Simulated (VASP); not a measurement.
Input of a VASP 6.6.1 run:

Contents of INCAR:

```
PREC     = Accurate       # precision mode
ENCUT    = 520            # plane-wave cutoff, eV
EDIFF    = 1E-7           # SCF threshold, eV
ISMEAR   = -1             # smearing method
SIGMA    = 0.05           # smearing width, eV
LREAL    = F              # projectors in reciprocal space
LASPH    = T              # aspherical terms in the spheres
NELM     = 60             # most SCF steps
ALGO     = Normal         # electronic algorithm
ISIF     = 2              # what is computed and relaxed
LWAVE    = F              # write WAVECAR
LCHARG   = F              # write CHGCAR
GGA      = PS             # functional
NBANDS   = 35             # bands
KPAR     = 2
```

KPOINTS

```
Automatic mesh
0
Gamma
  10 10 2
```

POSCAR

```
MoS2
1.0
    3.1845414560      0.0000000000      0.0000000000
   -1.5922707280      2.7578938003      0.0000000000
    0.0000000000      0.0000000000     21.6705347200
Mo S
2 4
Direct
    0.3438410000      0.6682370000      0.8509060000
    0.6779090000      0.3448030000      0.1484600000
    0.6706390000      0.3476130000      0.7784340000
    0.3315440000      0.6662970000      0.0773220000
    0.6510780000      0.3366750000      0.9236970000
    0.3289870000      0.6529680000      0.2183980000
```

Potentials or basis: VASP PAW PBE potentials, release 64 (Mo_sv, S).

Run with:

```bash
$ cat potpaw_PBE.64/Mo_sv/POTCAR potpaw_PBE.64/S/POTCAR > POTCAR
$ mpirun -np 2 vasp_std > vasp.out
```

Q: Predict the band gap on the k mesh.

A: 1.31 eV, indirect (least direct gap 1.76 eV).

Q: Predict the largest force.

A: 1.259 eV/Å.

Forces on the atoms (eV/Å):
```
Mo  -1.194  0.396  0.041
Mo  -0.338 -1.064 -0.436
S    0.416 -0.307  0.481
S    0.227  0.355 -0.141
S    0.779 -0.088 -0.500
S    0.110  0.708  0.556
```

Caveat: the PAW data sets were made with another functional, which shifts forces and pressure a little.
